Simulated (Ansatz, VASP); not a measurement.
## BP: VASP beside Ansatz

Contents of POSCAR:

```
BP
1.0
    0.0000000000      2.1554244777      2.1554244777
    2.1554244777      0.0000000000      2.1554244777
    2.1554244777      2.1554244777      0.0000000000
B P
1 1
Direct
    0.0000000000      0.0000000000      0.0000000000
    0.5000000000      0.5000000000      0.5000000000
```

INCAR.step1

```
SYSTEM = BP
ALGO = Normal
EDIFF = 1E-5
ENCUT = 520
GGA = PE
ISIF = 2
ISMEAR = -1
LASPH = .True.
LCHARG = .False.
LREAL = .False.
LWAVE = .True.
NBANDS = 11
NELM = 100
PREC = Accurate
SIGMA = 0.02
```

File INCAR.step2:

```
SYSTEM = BP
ALGO = Normal
EDIFF = 1E-6
ENCUT = 520
GGA = PE
HFSCREEN = 0.2079
ISIF = 2
ISMEAR = -1
ISTART = 1
LASPH = .True.
LCHARG = .False.
LHFCALC = .True.
LREAL = .False.
LWAVE = .False.
NBANDS = 11
NELM = 100
PREC = Accurate
PRECFOCK = Normal
SIGMA = 0.02
```

The input KPOINTS:

```
k-points
0
Gamma
  5 5 5
  0 0 0
```

Input for Ansatz:

```yaml
crystal:
  lattice:
    - [0.0, 2.1554244777, 2.1554244777]
    - [2.1554244777, 0.0, 2.1554244777]
    - [2.1554244777, 2.1554244777, 0.0]
  atoms:
    - { symbol: B, position: [0.0, 0.0, 0.0] }
    - { symbol: P, position: [0.5, 0.5, 0.5] }
kpoints:
  mp_grid: { grid: [5, 5, 5] }
hamiltonian:
  xc: hse06
scf:
  occupations: { method: fermi_dirac, width: 0.02 }
  n_extra_bands: 4
output:
  forces: true
  stress: true
  eigenvalues: true
```

Alike in both runs: task single point; functional HSE06; k mesh 5 × 5 × 5; occupations fermi-dirac, width 0.02 eV; no spin polarisation.

|  | VASP | Ansatz |
| --- | --- | --- |
| version | VASP 6.6.1 | Ansatz 0.2.0 |
| potentials or method | VASP PAW PBE potentials, release 64 (B, P) | plane waves |
| plane-wave cutoff (eV) | 520 | 420 |
| valence electrons in the cell | 8 | 8 |

Ansatz gave:

```
pressure (GPa) : 1.1
```

Estimate VASP's values.

pressure (GPa): 0.5.

With one functional, cell and mesh, what is left measures potentials, basis and numerics. Ansatz warned: «filled_band_counts_differ_across_k_points».

Caveats: the k mesh is coarse (spacing up to 0.50 Å⁻¹), so the values aren't converged, least of all with exact exchange; the PAW data sets were made with another functional, which shifts forces and pressure a little (VASP).
